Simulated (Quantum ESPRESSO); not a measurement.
**PbS (Galena) in Quantum ESPRESSO: the effect of functional**

Crystal: PbS (Galena).

```
Pb S
1.0
     0.00000    2.96575    2.96575
     2.96575    0.00000    2.96575
     2.96575    2.96575    0.00000
Pb S
1 1
Direct
  0.00000 0.00000 0.00000
  0.50000 0.50000 0.50000
```

Alike in all runs:

- Program: Quantum ESPRESSO 7.5
- Task: phonons
- Cutoff: 762 eV
- Density cutoff: 3048 eV
- k mesh: 4 × 4 × 4, shifted
- Occupations: fermi-dirac, width 0.05 eV
- Spin: no spin polarisation

Each run relaxes the cell or the atoms first.

```tsv
functional	potentials or basis	relaxed volume (Å³/atom)	dielectric constant (mean)	highest phonon frequency (cm⁻¹)
LDA	PseudoDojo 0.4.1 SR LDA standard	24.91	13.82	92
revPBE	PseudoDojo 0.4.1 SR PBE standard	27.73	11.38	42
RPBE	PseudoDojo 0.4.1 SR PBE standard	?	?	?
WC	PseudoDojo 0.4.1 SR PBE standard	25.72	13.13	88
vdW-DF-cx	PseudoDojo 0.4.1 SR PBE standard	25.95	12.78	90
```

What does the run with functional RPBE give?

Relaxed volume 28.01 Å³/atom; dielectric constant 11.20 mean; highest phonon frequency 31 cm⁻¹.

Caveats: the potentials were made for another functional, which shifts forces and pressure (some runs).

Runs at the PBE level aren't shown here.
